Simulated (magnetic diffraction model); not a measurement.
# Magnetic neutron pattern of Dy₂Ni

Space group R32 (no. 155), a = 5.5920 Å, c = 15.7690 Å.

| site | atom | x | y | z |
| --- | --- | --- | --- | --- |
| 9d | Dy | 0.3274 | 0.3274 | 0 |
| 3b | Dy | 2/3 | 1/3 | 5/6 |
| 6c | Ni | 1/3 | 2/3 | 0.8381 |

This is a made-up structure (elements placed in a structure type, unrelaxed), so the numbers test the method and describe no known phase.

Only Dy is taken to order (form factors of Dy3+); orders and moment sizes are assumed, and not adapted to the symmetry. Radiation: neutrons of λ = 2.52 Å (absorption by Dy left out), 5° to 65°; isotropic B of 0.35 Å² (Dy) and 0.45 Å² (Ni). The intensities are simulated: I ∝ L Σ (|F_N|² + |F_M⊥|²) for unpolarised neutrons, with F_M = 2.695 fm/μB × Σ f(s) S exp(2πi Q·r) exp(−B s²) at Q = H ± k (one set where k and −k are equivalent), only the part normal to Q counting and L = 1/(sin²θ cos θ). For collinear order S is the moment m, which repeats by lattice and centring translations R with the sign exp(−2πi k·R). Form factors are spin-only for 3d ions and dipole or tabulated for f ions, scattering lengths are Sears's of 1992, and absorption is left out. A label names one of the reflections at its angle. The strongest nuclear line in the range is 100, and lines under 0.2 are left out.

Assume the order k = (1/2 1/2 0), collinear moments along [001], 7.6 μB on Dy; signs + at (0.3274, 0.3274, 0), − at (2/3, 1/3, 5/6), − at (0.6726, 0, 0), − at (0, 0.6726, 0).

Q: Where does magnetic intensity appear, and how strong is it?

```tsv
2θ (°)	index	nuclear	magnetic
17.56	(1/2 -1/2 1)	0.0	8.9
23.78	(-1/2 1/2 2)	0.0	22.8
26.04	(1/2 1/2 0)	0.0	16.2
27.74	(0 0 3)	2.1	0.0
31.59	(1 0 1)	1.0	0.0
35.56	(0 1 2)	1.0	0.0
38.41	(1/2 1/2 3)	0.0	1.9
40.37	(1/2 -1/2 4)	0.0	2.7
41.38	(-1/2 3/2 1)	0.0	24.6
44.60	(3/2 -1/2 2)	0.0	7.8
48.68	(1 0 4)	1.2	0.0
53.57	(1 1 0)	22.0	0.0
54.52	(3/2 -3/2 3)	0.0	6.3
56.03	(-1/2 3/2 4)	0.0	3.1
56.82	(3/2 1/2 1)	0.0	13.8
57.30	(0 0 6)	24.5	0.0
59.41	(1/2 3/2 2)	0.0	4.9
61.38	(1 1 3)	100.0	0.0
63.53	(0 2 1)	0.7	0.0
63.65	(3/2 -1/2 5)	0.0	4.4
63.98	(1/2 1/2 6)	0.0	0.9
```

The strongest magnetic line in the range is (-1/2 3/2 1) at 41.38° (24.6). On top of the Lorentz factor, which all lines share, magnetic lines fade with angle because f falls: for Dy3+ it is 0.96, 0.84, 0.69 and 0.41 at sin θ/λ = 0.1, 0.2, 0.3 and 0.5 Å⁻¹, while nuclear lengths stay constant. The order has no net moment.

[Logs are printed without paths, hosts, clocks, repeated set-up lines and the standing remarks that a program may print on its own settings, such as how far it seeks lower states.]
